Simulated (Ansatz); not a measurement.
Cs: one input, then a changed one

The structure comes from a relaxation in the same program, started in the diamond type. Whether it is a known phase or the ground state wasn't checked. The listed cell was then made from it by scaling, straining or moving an atom.

First run: DFT, PBE, PAW with Ansatz's default frozen-core files, scalar-relativistic (Ansatz 0.2.0).

Command: `ansatz run input.yaml --threads 1 --pin off --max-ram 2048MiB --backend cpu --events-out ev --progress --plain --runs-dir out` The run took 20 s on 1 thread of Intel(R) Xeon(R) Platinum 8259CL CPU @ 2.50GHz (Skylake/Cascade Lake), with other jobs on the host, peak memory 0.93 GiB.

```yaml
crystal:
  lattice:
    - [0.0, 5.7717042268, 5.7717042268]
    - [5.7717042268, 0.0, 5.7717042268]
    - [5.7717042268, 5.7717042268, 0.0]
  atoms:
    - { symbol: Cs, position: [0.0, 0.0, 0.0] }
    - { symbol: Cs, position: [0.25, 0.25, 0.25] }
kpoints:
  mp_grid: { grid: [11, 11, 11] }
scf:
  occupations: { method: fermi_dirac, width: 0.05 }
hamiltonian:
  xc: pbe
  pseudopotentials: { kind: paw }
output:
  forces: true
  stress: true
  eigenvalues: true
  efg: { contact_densities: true }
```

Result: converged; pressure -0.01 GPa; a gap of under 0.03 eV on the k mesh; 8 SCF iterations.

Spin–orbit coupling is left out, though it moves levels of the heavy atoms by tenths of an eV or more.

The input is then changed:

```diff
@@ -12,5 +12,5 @@
   occupations: { method: fermi_dirac, width: 0.05 }
 hamiltonian:
-  xc: pbe
+  xc: rpbe
   pseudopotentials: { kind: paw }
 output:
@@ -19,3 +19,4 @@
   eigenvalues: true
   efg: { contact_densities: true }
+accuracy: low
```

Task: Predict the outcome of the changed run.

Result: It converged; pressure 0.08 GPa; a gap of under 0.03 eV on the k mesh; 9 SCF iterations. Some of these settings are too coarse for converged properties.
